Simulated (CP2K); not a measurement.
Au under changes of volume

One of the cells (20.761 Å³/atom); the others are scaled copies at fixed shape and fractional positions:

```
CELL_PARAMETERS angstrom
2.74841 0.00000 0.00000
0.00000 2.74841 0.00000
0.00000 0.00000 2.74841
ATOMIC_POSITIONS crystal
Au 0.50000 0.50000 0.50000
```

The cell was built by a generator and needn't be a form met in nature.

* Program: CP2K 2026.2
* Functional: PBEsol
* Potentials or basis: POTENTIAL_UZH Au GTH-PBE-q11; TZVP-MOLOPT-PBE-GTH basis
* Density cutoff: 6803 eV
* k mesh: 10 × 10 × 10
* Occupations: fermi-dirac, width 0.0259 eV
* Spin: no spin polarisation

```tsv
volume (Å³/atom)	energy over the lowest point (meV/atom)	pressure (GPa)
19.515	?	?
19.930	4.32	2.9
20.346	0.00	0.5
20.761	1.76	-1.9
21.176	9.34	-4.0
21.591	22.20	-5.9
22.006	39.74	-7.6
```

Q: What does the run at 19.515 Å³/atom give?

A: Energy over the lowest point 15.65 meV/atom; pressure 6.0 GPa.

Worked out: A Birch-Murnaghan fit of order 3 (a polynomial in V^(-2/3)) to the other rows has its minimum at 20.42 Å³/atom with B0 = V·E''(V) = 116 GPa and B' = 3.2. It gives 15.50 meV/atom at 19.515 Å³/atom, against the run's 15.65, and -dE/dV = 5.7 GPa, against 6.0.

Energies are extrapolated to zero smearing.

Caveats: with these potentials and basis sets, volumes of gold and of layered tellurides can stand 1.5 % and more from those of plane-wave programs; the potentials were made for another functional, which shifts forces and pressure; the basis of atomic orbitals isn't converged, which shifts pressures, moduli and gaps.
